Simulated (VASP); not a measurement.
# C (C2/m) in VASP: further runs

One crystal, C, is run at these levels: PBEsol; tasks: single point.

Everything below comes from runs of VASP 6.6.1. Logs are shortened: lines on timing, memory, paths and dates and some standing lists are left out, and cuts for length are marked.

## 1. Starting point

Symmetry: C2/m, No. 12, monoclinic system. Conventional cell: a = 4.255 Å, b = 2.457 Å, c = 3.765 Å, α = 90.00°, β = 111.49°, γ = 90.00°. Around C (site symmetry m) lie 3 C at 1.42 Å.

This is a stacking variant of graphite.

## 2. Single point, PBEsol

Input file INCAR:

```
  PREC = Accurate
  ENCUT = 280
  EDIFF = 1E-6
  ISMEAR = 0
  SIGMA = 0.05
  LREAL = F
  LASPH = T
  NELM = 100
  ALGO = Normal
  ISIF = 2
  LWAVE = F
  LCHARG = F
  GGA = PS
  ADDGRID = F
```

Input file KPOINTS:

```
regular mesh
0
Gamma
  11 11 7
```

Input file POSCAR:

```
C
1.0
    2.1273203072     -1.2282824400      0.0000000000
    2.1273203072      1.2282824400      0.0000000000
   -1.3790696309      0.0000000000      3.5028300786
C
2
Direct
    0.1666444700      0.1666444700      0.9999069600
    0.8333555300      0.8333555300      0.0000930400
```

Potentials or basis: VASP PAW PBE potentials, release 64 (C).

Started as:

```sh
> cat potpaw_PBE.64/C/POTCAR > POTCAR
> mpirun -np 1 vasp_std > vasp.out
```

OUTCAR:

```text
PREC = Accurate
   ENCUT = 280
   EDIFF = 1E-6
   ISMEAR = 0
   LREAL = F
   LASPH = T
   NELM = 100
   ISIF = 2
   GGA = PS

 Found    234 irreducible k-points:

 Following reciprocal coordinates:
            Coordinates               Weight
  0.000000  0.000000  0.000000      1.000000
  0.090909  0.000000 -0.000000      4.000000
  0.181818 -0.000000 -0.000000      4.000000
  0.272727 -0.000000  0.000000      4.000000
  0.363636  0.000000 -0.000000      4.000000
  0.454545  0.000000 -0.000000      4.000000
   k-points           NKPTS =    234   k-points in BZ     NKDIM =    234   number of bands    NBANDS=      8
   number of dos      NEDOS =    301   number of ions     NIONS =      2
   total plane-waves  NPLWV =   4704
   dimension x,y,z NGX =    14 NGY =   14 NGZ =   24
   dimension x,y,z NGXF=    28 NGYF=   28 NGZF=   48
   ions per type =               2
   NGX,Y,Z   is equivalent  to a cutoff of   9.47,  9.47, 10.60 a.u.
   NGXF,Y,Z  is equivalent  to a cutoff of  18.95, 18.95, 21.20 a.u.
 SYSTEM =  unknown system
   PREC   = accura    normal or accurate (medium, high low for compatibility)
   ISTART =      0    job   : 0-new  1-cont  2-samecut
   ICHARG =      2    charge: 1-file 2-atom 10-const
   ISPIN  =      1    spin polarized calculation?
   LNONCOLLINEAR =      F non collinear calculations
   LSORBIT =      F    spin-orbit coupling
   LASPH  =      T    aspherical Exc in radial PAW
   ENCUT  =  280.0 eV  20.58 Ry    4.54 a.u.   3.35  3.35  5.14*2*pi/ulx,y,z
   NELM   =    100;   NELMIN=  2; NELMDL= -5     # of ELM steps
   EDIFF  = 0.1E-05   stopping-criterion for ELM
   LREAL  =      F    real-space projection
   EDIFFG = 0.1E-04   stopping-criterion for IOM
   NSW    =      0    number of steps for IOM
   IBRION =     -1    ionic relax: 0-MD 1-quasi-New 2-CG
   NFREE  =      0    steps in history (QN), initial steepest desc. (CG)
   ISIF   =      2    stress and relaxation
   ISYM   =      2    0-nonsym 1-usesym 2-fastsym
   POTIM  = 0.5000    time-step for ionic-motion
   TEBEG  =    0.0;   TEEND  =   0.0 temperature during run
   PSTRESS=    0.0 pullay stress
   NELECT =       8.0000    total number of electrons
   NUPDOWN=      -1.0000    fix difference up-down
   EMIN   =  10.00;   EMAX   =-10.00  energy-range for DOS
   EFERMI =   0.00;   METHOD = LEGACY
   ISMEAR =     0;   SIGMA  =   0.05  broadening in eV -4-tet -1-fermi 0-gaus
   EFERMI_NEDOS =   21; number of points for ismear=-14 and -15
   IALGO  =     38    algorithm
   IMIX   =      4    mixing-type and parameters
     AMIX     =   0.40;   BMIX     =  1.00
     AMIX_MAG =   1.60;   BMIX_MAG =  1.00
  volume/ion in A,a.u.               =       9.15        61.77
  Fermi-wavevector in a.u.,A,eV,Ry     =   1.242352  2.347705 20.999765  1.543439
  Thomas-Fermi vector in A             =   2.376710
   LORBIT       =      0    0 simple, 1 ext, 2 COOP (PROOUT), +10 PAW based schemes
   GGA     = PS    functional components
   LHFCALC =     F    Hartree Fock is set to
   AEXX    =    0.0000 exact exchange contribution
   IVDW    =     0    specifies the selected vdW correction
   LEPSILON=     F    determine dielectric tensor
   LRPA    =     F    only Hartree local field effects (RPA)
 non-spin polarized calculation
 Gauss-broadening in eV      SIGMA  =   0.05
  energy-cutoff  :      280.00
  volume of cell :       18.31
 maximum number of plane-waves:       205
 NGX is ok and might be reduce to    14
   NGX =  7   NGY =  7   NGZ = 11

 number of electron       7.9999998 magnetization

 Free energy of the ion-electron system (eV)
  ---------------------------------------------------
  ext. energy  EPLUGINS =         0.00000000
  ---------------------------------------------------
  free energy    TOTEN  =       -19.32661973 eV

  energy without entropy =      -19.32661973  energy(sigma->0) =      -19.32661973

 E-fermi :   4.0755     XC(G=0): -10.2703

 val. band max:        3.8720497711   @ k =  -0.2727   0.3636   0.1429
 cond. band min:       5.0179368138   @ k =  -0.2727   0.3636   0.1429
 fundamental gap:      1.1458870426
 Fermi energy:         4.0755303834

 k-point     1 :       0.0000    0.0000    0.0000
  band No.  band energies     occupation
      1     -15.4626      2.00000
      2      -2.5203      2.00000
      3       1.3321      2.00000
      4       1.3339      2.00000
      5       8.0148      0.00000
      6      12.9367      0.00000
      7      12.9381      0.00000
      8      16.2005      0.00000

 k-point     2 :       0.0909    0.0000   -0.0000
  band No.  band energies     occupation
      1     -15.2615      2.00000
      2      -2.3039      2.00000
      3       0.5991      2.00000
      4       0.9428      2.00000
      5       8.3002      0.00000
      6      13.0173      0.00000
      7      13.7930      0.00000
      8      15.5129      0.00000

 k-point     3 :       0.1818   -0.0000   -0.0000
  band No.  band energies     occupation
      1     -14.6655      2.00000
      2      -1.6833      2.00000
      3      -1.3479      2.00000
      4       0.0444      2.00000
      5       9.1464      0.00000
      6      12.8434      0.00000
      7      13.6654      0.00000
      8      16.0062      0.00000

 k-point     4 :       0.2727   -0.0000    0.0000
  band No.  band energies     occupation
      1     -13.6801      2.00000
      2      -3.7183      2.00000
      3      -0.9092      2.00000
      4      -0.6596      2.00000
      5      10.4988      0.00000
      6      11.2454      0.00000
      7      12.5280      0.00000
      8      19.0683      0.00000

 k-point     5 :       0.3636    0.0000   -0.0000
  band No.  band energies     occupation
      1     -12.3285      2.00000
      2      -6.1647      2.00000
      3      -1.6538      2.00000
      4       0.6732      2.00000
      5       8.6459      0.00000
      6      12.0429      0.00000
      7      12.5585      0.00000
      8      19.5798      0.00000

 k-point     6 :       0.4545    0.0000   -0.0000
  band No.  band energies     occupation
      1     -10.6787      2.00000
      2      -8.4054      2.00000
      3      -2.0548      2.00000
      4       2.0003      2.00000
      5       6.6736      0.00000
      6      11.8935      0.00000
      7      14.8045      0.00000
      8      17.3826      0.00000

 [... further k-points ...]

------------------------ aborting loop because EDIFF is reached ----------------------------------------

  FORCE on cell =-STRESS in cart. coord.  units (eV):
  Direction    XX          YY          ZZ          XY          YZ          ZX
  --------------------------------------------------------------------------------------
  -------------------------------------------------------------------------------------
  Total       -2.1252746     -2.1226078     -2.9625191      0.0000000      0.0000000     -0.0048677
  in kB     -186.0139156   -185.7805097   -259.2934511      0.0000000      0.0000000     -0.4260406
  external PRESSURE =    -210.3626255 kB  Pullay stress =       0.0000000 kB

 VOLUME and BASIS-vectors are now :
 -----------------------------------------------------------------------------
  energy-cutoff  :      280.00
  volume of cell :       18.31
      direct lattice vectors                 reciprocal lattice vectors
     2.127320307 -1.228282440  0.000000000     0.235037478 -0.407072497  0.092534619
     2.127320307  1.228282440  0.000000000     0.235037478  0.407072497  0.092534619
    -1.379069631  0.000000000  3.502830079     0.000000000  0.000000000  0.285483446

 POSITION                                       TOTAL-FORCE (eV/Angst)
 -----------------------------------------------------------------------------------
     -0.66993      0.00000      3.50250        -0.005037      0.000000     -0.002177
      3.54550      0.00000      0.00033         0.005037      0.000000      0.002177
 -----------------------------------------------------------------------------------
    total drift:                               -0.000000     -0.000000      0.000000

  FREE ENERGIE OF THE ION-ELECTRON SYSTEM (eV)
  ---------------------------------------------------
  free  energy   TOTEN  =       -19.3266197294 eV

  energy  without entropy=      -19.3266197294  energy(sigma->0) =      -19.32661973
```

Wall time 10 s (1 thread of Intel Xeon Platinum 8488C (Sapphire Rapids), shared host); peak memory 0.11 GiB.

The run converged, but a check on its numbers failed (symmetry, net force, bounds or a known fault of this set-up), so they aren't taken as properties of the crystal.

Caveat: the cutoff lies under the usual one of these potentials, so the numbers hold a large basis-set error; the PAW data sets were made with another functional, which shifts forces and pressure a little; an odd mesh through Γ misses points on the zone boundary, where band edges often lie; this functional lacks dispersion, which binds the layers, so the pressure and a relaxed spacing across them are unreliable.

## 3. Single point, PBEsol

Changes to INCAR since step 2:

```diff
@@ -1,3 +1,3 @@
   PREC = Accurate
-  ENCUT = 280
+  ENCUT = 460
   EDIFF = 1E-6
```

Input file KPOINTS:

```
regular mesh
0
Gamma
  9 9 6
```

POSCAR is that of step 2.

Potentials or basis: VASP PAW PBE potentials, release 64 (C).

Started as:

```sh
> cat potpaw_PBE.64/C/POTCAR > POTCAR
> mpirun -np 1 vasp_std > vasp.out
```

It took 13 s on 1 thread of Intel Xeon Platinum 8488C (Sapphire Rapids), shared host; peak memory 0.13 GiB.

These settings aren't checked as converged: the numbers below hold their error.

Results:

```yaml
Free_energy: -19.2858 eV
Pressure: 1.3 GPa
Largest_force: 0.019 eV/Å
Band_gap_on_the_k_mesh: 0.48 eV, indirect (least direct gap 0.50 eV)
```

Caveat: the cutoff is under 1.25 times the usual one of these potentials, so pressure, stress and relaxed cells hold a basis-set (Pulay) error; the PAW data sets were made with another functional, which shifts forces and pressure a little; an odd mesh through Γ misses points on the zone boundary, where band edges often lie; this functional lacks dispersion, which binds the layers, so the pressure and a relaxed spacing across them are unreliable.

## 4. Single point, PBEsol

Changes to INCAR since step 3:

```diff
@@ -1,3 +1,3 @@
   PREC = Accurate
-  ENCUT = 460
+  ENCUT = 340
   EDIFF = 1E-6
```

Input file KPOINTS:

```
regular mesh
0
Gamma
  11 11 7
```

POSCAR is that of step 3.

Potentials or basis: VASP PAW PBE potentials, release 64 (C).

Started as:

```sh
> cat potpaw_PBE.64/C/POTCAR > POTCAR
> mpirun -np 1 vasp_std > vasp.out
```

OUTCAR:

```text
PREC = Accurate
   ENCUT = 340
   EDIFF = 1E-6
   ISMEAR = 0
   LREAL = F
   LASPH = T
   NELM = 100
   ISIF = 2
   GGA = PS

 Found    234 irreducible k-points:

 Following reciprocal coordinates:
            Coordinates               Weight
  0.000000  0.000000  0.000000      1.000000
  0.090909  0.000000 -0.000000      4.000000
  0.181818 -0.000000 -0.000000      4.000000
  0.272727 -0.000000  0.000000      4.000000
  0.363636  0.000000 -0.000000      4.000000
[... 141 lines left out ...]
 [... further k-points ...]

------------------------ aborting loop because EDIFF is reached ----------------------------------------

  FORCE on cell =-STRESS in cart. coord.  units (eV):
  Direction    XX          YY          ZZ          XY          YZ          ZX
  --------------------------------------------------------------------------------------
  -------------------------------------------------------------------------------------
  Total       -0.5442287     -0.5476869     -1.0294469      0.0000000      0.0000000     -0.0040357
  in kB      -47.6334251    -47.9361017    -90.1019781      0.0000000      0.0000000     -0.3532213
  external PRESSURE =     -61.8905016 kB  Pullay stress =       0.0000000 kB

 VOLUME and BASIS-vectors are now :
 -----------------------------------------------------------------------------
  energy-cutoff  :      340.00
  volume of cell :       18.31
      direct lattice vectors                 reciprocal lattice vectors
     2.127320307 -1.228282440  0.000000000     0.235037478 -0.407072497  0.092534619
     2.127320307  1.228282440  0.000000000     0.235037478  0.407072497  0.092534619
    -1.379069631  0.000000000  3.502830079     0.000000000  0.000000000  0.285483446

 POSITION                                       TOTAL-FORCE (eV/Angst)
 -----------------------------------------------------------------------------------
     -0.66993      0.00000      3.50250        -0.005448      0.000000      0.008115
      3.54550      0.00000      0.00033         0.005448      0.000000     -0.008115
 -----------------------------------------------------------------------------------
    total drift:                               -0.000000      0.000000      0.000000

  FREE ENERGIE OF THE ION-ELECTRON SYSTEM (eV)
  ---------------------------------------------------
  free  energy   TOTEN  =       -19.3403825061 eV

  energy  without entropy=      -19.3403825061  energy(sigma->0) =      -19.34038251
```

OSZICAR:

```text
N       E                     dE             d eps       ncg     rms          rms(c)
DAV:   1    -0.791962765205E+01   -0.79196E+01   -0.34369E+03  4096   0.629E+02
DAV:   2    -0.203989638989E+02   -0.12479E+02   -0.11599E+02  5792   0.882E+01
DAV:   3    -0.205109194043E+02   -0.11196E+00   -0.11196E+00  4568   0.941E+00
DAV:   4    -0.205112268816E+02   -0.30748E-03   -0.30748E-03  6208   0.447E-01
DAV:   5    -0.205112269540E+02   -0.72434E-07   -0.72513E-07  4592   0.584E-03    0.629E+00
DAV:   6    -0.196289792291E+02    0.88225E+00   -0.92082E-01  4416   0.666E+00    0.366E+00
DAV:   7    -0.193389680848E+02    0.29001E+00   -0.10034E+00  4872   0.692E+00    0.942E-01
DAV:   8    -0.193403711492E+02   -0.14031E-02   -0.98281E-03  4600   0.844E-01    0.711E-02
DAV:   9    -0.193403067554E+02    0.64394E-04   -0.35756E-04  5336   0.147E-01    0.431E-02
DAV:  10    -0.193403822829E+02   -0.75528E-04   -0.10396E-04  4104   0.828E-02    0.164E-02
DAV:  11    -0.193403825061E+02   -0.22319E-06   -0.29710E-06  5320   0.123E-02
   1 F= -.19340383E+02 E0= -.19340383E+02  d E =-.406653E-12
```

Run time: 11 s. Hardware: 1 thread of Intel Xeon Platinum 8488C (Sapphire Rapids), shared host; peak memory 0.11 GiB.

The run converged, but a check on its numbers failed (symmetry, net force, bounds or a known fault of this set-up), so they aren't taken as properties of the crystal.

Caveat: the cutoff lies under the usual one of these potentials, so the numbers hold a large basis-set error; the PAW data sets were made with another functional, which shifts forces and pressure a little; an odd mesh through Γ misses points on the zone boundary, where band edges often lie; this functional lacks dispersion, which binds the layers, so the pressure and a relaxed spacing across them are unreliable.

## 5. Single point, PBEsol

Changes to INCAR since step 4:

```diff
@@ -1,3 +1,3 @@
   PREC = Accurate
-  ENCUT = 340
+  ENCUT = 520
   EDIFF = 1E-6
```

Input file KPOINTS:

```
regular mesh
0
Gamma
  9 9 6
```

POSCAR is that of step 4.

Started as:

```sh
> cat potpaw_PBE.64/C/POTCAR > POTCAR
> mpirun -np 1 vasp_std > vasp.out
```

It took 14 s on 1 thread of Intel Xeon Platinum 8488C (Sapphire Rapids), shared host; peak memory 0.12 GiB.

These settings aren't checked as converged: the numbers below hold their error.

Results:

```
Free energy            : -19.2824 eV
Pressure               : 1.5 GPa
Largest force          : 0.019 eV/Å
Band gap on the k mesh : 0.48 eV, indirect (least direct gap 0.50 eV)
```

Caveat: the PAW data sets were made with another functional, which shifts forces and pressure a little; an odd mesh through Γ misses points on the zone boundary, where band edges often lie; this functional lacks dispersion, which binds the layers, so the pressure and a relaxed spacing across them are unreliable.

## 6. Single point, PBEsol

Changes to INCAR since step 5:

```diff
@@ -1,3 +1,3 @@
   PREC = Accurate
-  ENCUT = 520
+  ENCUT = 400
   EDIFF = 1E-6
```

Input file KPOINTS:

```
regular mesh
0
Gamma
  11 11 7
```

POSCAR is that of step 5.

Potentials or basis: VASP PAW PBE potentials, release 64 (C).

Started as:

```sh
> cat potpaw_PBE.64/C/POTCAR > POTCAR
> mpirun -np 1 vasp_std > vasp.out
```

Wall time 13 s (1 thread of Intel Xeon Platinum 8488C (Sapphire Rapids), shared host); peak memory 0.12 GiB.

The run converged, but some of its settings lie outside the range that counts as converged, so its numbers aren't taken as properties of the crystal.

What came out:

| Quantity | Value |
| --- | --- |
| Free energy | -19.3045 eV |
| Largest force | 0.006 eV/Å |
| Band gap on the k mesh | 1.13 eV, direct |

Caveat: the cutoff is under 1.25 times the usual one of these potentials, so pressure, stress and relaxed cells hold a basis-set (Pulay) error; the PAW data sets were made with another functional, which shifts forces and pressure a little; an odd mesh through Γ misses points on the zone boundary, where band edges often lie; this functional lacks dispersion, which binds the layers, so the pressure and a relaxed spacing across them are unreliable.

## 7. For comparison

An earlier run on the cell as given: functional PBE; potentials or basis VASP PAW PBE potentials, release 64 (C); cutoff 520 eV; k mesh 13 × 13 × 8; occupations fermi-dirac, width 0.05 eV; no spin polarisation.

- Pressure: 4.2 GPa
- Largest force: 0.005 eV/Å
- Band gap on the k mesh: 0.93 eV, indirect (least direct gap 0.94 eV)
